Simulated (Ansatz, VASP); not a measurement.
# Two plane-wave programs on PbSe

```
CELL_PARAMETERS angstrom
0.00000 3.04260 3.04260
3.04260 0.00000 3.04260
3.04260 3.04260 0.00000
ATOMIC_POSITIONS crystal
Pb 0.00000 0.00000 0.00000
Se 0.50000 0.50000 0.50000
```

Alike in both runs: functional r2SCAN; k mesh 7 × 7 × 7; no spin polarisation.

Ansatz relaxed the structure, and its values are those at the end. VASP's run is a single point on that final structure, the one shown.

```csv
,VASP,Ansatz
version,VASP 6.6.1,Ansatz 0.2.0
potentials or method,"VASP PAW PBE potentials, release 64 (Pb_d, Se)",PAW plane waves
plane-wave cutoff (eV),520,500
occupations,"fermi-dirac, width 0.1 eV",fermi-dirac
valence electrons in the cell,20,30
```

Ansatz gave:

| Item | Value |
| --- | --- |
| pressure (GPa) | 2.5 |

Estimate VASP's values.

pressure (GPa): 2.6.

The two sets of potentials don't hold the same shells in valence. Ansatz warned: «stress_scf_threshold_loose».

Caveats: the PAW data sets were made with another functional, which shifts forces and pressure a little (VASP). Spin-orbit coupling is left out, which matters for the levels of Pb.
